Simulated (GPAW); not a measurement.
Write an ASE script for GPAW 26.7.0 that does the following.

```yaml
Task: equation of state
Functional: BLYP
Dispersion: D3(BJ)
Potentials_or_basis: PAW data sets generated in the run's folder for this functional
Cutoff: 600 eV
Basis: pw
k_mesh: 9 × 9 × 9
Occupations: fermi-dirac, width 0.05 eV
Spin: no spin polarisation
Maxiter: 150
Eos_scales: "[0.94, 0.96, 0.98, 1.0, 1.02, 1.04, 1.06]"
```

The structure of Pd lies in POSCAR:

```
Pd
1.0
    0.0000000000      1.9465000000      1.9465000000
    1.9465000000      0.0000000000      1.9465000000
    1.9465000000      1.9465000000      0.0000000000
Pd
1
Direct
    0.0000000000      0.0000000000      0.0000000000
```

The input as run:

run.py

```python
from ase.calculators.mixing import SumCalculator
from ase.eos import EquationOfState
from ase.io import Trajectory, read
from ase.units import GPa
from dftd3.ase import DFTD3
from gpaw import GPAW, PW, setup_paths

setup_paths.insert(0, '.')

atoms = read('POSCAR')

traj = Trajectory('eos.traj', 'w')
volumes, energies = [], []
for x in [0.94, 0.96, 0.98, 1.0, 1.02, 1.04, 1.06]:
    a = atoms.copy()
    a.set_cell(atoms.cell * x**(1 / 3), scale_atoms=True)
    calc = GPAW(mode=PW(600),
                xc='BLYP',
                kpts={'size': (9, 9, 9), 'gamma': True},
                occupations={'name': 'fermi-dirac', 'width': 0.05},
                nbands=17,
                convergence={'density': 1e-05, 'energy': 1e-05},
                maxiter=150,
                txt=f'eos-{x:.2f}.txt')
    a.calc = SumCalculator([calc, DFTD3(method='blyp', damping='d3bj')])
    energies.append(a.get_potential_energy())
    volumes.append(a.get_volume())
    p = -a.get_stress()[:3].mean() / GPa
    calc.write(f'eos-{x:.2f}.gpw')
    traj.write(a)
    print(f'{x:.2f} {volumes[-1]:10.4f} A^3 {energies[-1]:14.6f} eV {p:9.3f} GPa', flush=True)

v0, e0, B = EquationOfState(volumes, energies, eos='birchmurnaghan').fit()
print(f'V0 = {v0:.4f} A^3, E0 = {e0:.6f} eV, B0 = {B / GPa:.2f} GPa')
```

Potentials or basis: PAW data sets generated in the run's folder for this functional, pw.

The run is started by

```bash
$ gpaw-setup -f BLYP Pd
$ OMP_NUM_THREADS=1 python run.py
```

It gave:

```yaml
Equilibrium_volume: 14.77 Å³/atom
Bulk_modulus: 189 GPa
Pressure_derivative_of_the_bulk_modulus: 5.6
```

Run time: 42 s on 1 thread of Arm Neoverse V1 (shared host), peak memory 0.17 GiB.
